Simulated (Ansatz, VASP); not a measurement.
This is a calculation of Sb for VASP 6.6.1. The given cell was strained at random by a few per cent at fixed volume. This isn't the form of Sb at room conditions, which is rhombohedral.

The input INCAR:

```
SYSTEM = Sb
PREC     = Accurate       ! precision mode
ENCUT    = 520            ! plane-wave cutoff, eV
EDIFF    = 1E-7           ! SCF threshold, eV
ISMEAR   = -1             ! smearing method
SIGMA    = 0.05           ! smearing width, eV
LREAL    = .False.        ! projectors in reciprocal space
LASPH    = .True.         ! aspherical terms in the spheres
NELM     = 60             ! most SCF steps
ALGO     = Normal         ! electronic algorithm
ISIF     = 2              ! what is computed and relaxed
LWAVE    = .False.        ! write WAVECAR
LCHARG   = .True.         ! write CHGCAR
GGA      = PS             ! functional
LELF     = .True.         ! ELF
LVHAR    = .True.       
NBANDS   = 8              ! bands
```

File KPOINTS:

```
Automatic mesh
0
Gamma
  10 10 10
  0 0 0
```

The input POSCAR:

```
Sb
1.0
   -0.0167630000      2.3807070000      2.4016500000
    2.3697530000      0.0443490000      2.3405380000
    2.4096310000      2.3594730000      0.0044710000
Sb
1
Direct
   -0.0075380000      0.0130910000     -0.0107430000
```

Potentials or basis: VASP PAW PBE potentials, release 64 (Sb).

Run with:

```sh
$ cat potpaw_PBE.64/Sb/POTCAR > POTCAR
$ mpirun -np 1 vasp_std > vasp.out
```

Q: Translate it to Ansatz 0.2.0. Potentials or basis there: Ansatz PAW, cutoff 420 eV.

A: As run (cutoffs and basis follow the program's own potentials, and thresholds, step limits or extra output files can differ):

File input.yaml:

```yaml
crystal:
  lattice:
    - [-0.016763, 2.380707, 2.40165]
    - [2.369753, 0.044349, 2.340538]
    - [2.409631, 2.359473, 0.004471]
  atoms:
    - { symbol: Sb, position: [-0.007538, 0.013091, -0.010743] }
hamiltonian:
  xc: pbesol
  pseudopotentials: { kind: paw }
kpoints:
  mp_grid: { grid: [10, 10, 10] }
scf:
  occupations: { method: fermi_dirac, width: 0.05 }
output:
  forces: true
  stress: true
  eigenvalues: true
  write_density: true
  write_potential: true
  elf: true
  volumetric_format: npy
```

Potentials or basis: Ansatz PAW.

Run with:

```bash
$ ansatz run input.yaml --threads 1 --pin off --max-ram 3584MiB --backend cpu --events-out ev --progress --plain --runs-dir out
```

Both were run:

|  | VASP | Ansatz |
| --- | --- | --- |
| Pressure | -1.3 GPa | -1.3 GPa |

Ansatz's pressure holds a Pulay term of +0.04 GPa for its cutoff of 420 eV, which the other run lacks.

The potentials hold 5 and 15 valence electrons a cell.

VASP's potentials were made for PBE. Ansatz's potentials were made for PBE.

Where Ansatz's input types no cutoff or centring, it takes its own default and a Γ-centred mesh.

The undisturbed cell isn't at this level's minimum, so the move can lower the energy.

Pressure is positive in compression.
